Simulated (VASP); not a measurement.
Input of a VASP 6.6.1 run:

The input POSCAR:

```
Sr                                      
1.0
    0.0000000000      3.0108223025      3.0108223025
    3.0108223025     -0.0000000000      3.0108223025
    3.0108223025      3.0108223025     -0.0000000000
  Sr            
     1
Direct
     0.0000000000000000    0.0000000000000000    0.0000000000000000
```

The input INCAR.step1:

```
SYSTEM = Sr
ALGO = Normal ; EDIFF = 1E-5
ENCUT = 450 ; GGA = PE
ISIF = 2 ; ISMEAR = 1
KPAR = 4 ; LASPH = .TRUE.
LCHARG = .FALSE. ; LREAL = .FALSE.
LWAVE = .TRUE. ; NBANDS = 11
NELM = 120 ; PREC = Accurate
SIGMA = 0.1
```

Contents of INCAR.step2:

```
SYSTEM = Sr
AEXX = 0.25 ; ALGO = Normal
EDIFF = 1E-6 ; ENCUT = 450
GGA = PE ; HFRCUT = -1
ISIF = 2 ; ISMEAR = 1
ISTART = 1 ; KPAR = 4
LASPH = .TRUE. ; LCHARG = .FALSE.
LHFCALC = .TRUE. ; LREAL = .FALSE.
LWAVE = .FALSE. ; NBANDS = 11
NELM = 120 ; PREC = Accurate
PRECFOCK = Fast ; SIGMA = 0.1
```

Contents of KPOINTS:

```
k-points
0
G
  7 7 7
  0 0 0
```

Potentials or basis: VASP PAW PBE potentials, release 64 (Sr_sv).

Command:

```sh
$ cat potpaw_PBE.64/Sr_sv/POTCAR > POTCAR
$ cp INCAR.step1 INCAR
$ mpirun -np 4 vasp_std > vasp.out
$ cp INCAR.step2 INCAR
$ mpirun -np 4 vasp_std > vasp.out
```

Task: Estimate the band gap on the k mesh.

Result: 0.36 eV, indirect (least direct gap 0.85 eV).

Task: Estimate the pressure.

Result: 0.1 GPa.

Caveat: the PAW data sets were made with another functional, which shifts forces and pressure a little; an odd mesh through Γ misses points on the zone boundary, where band edges often lie.
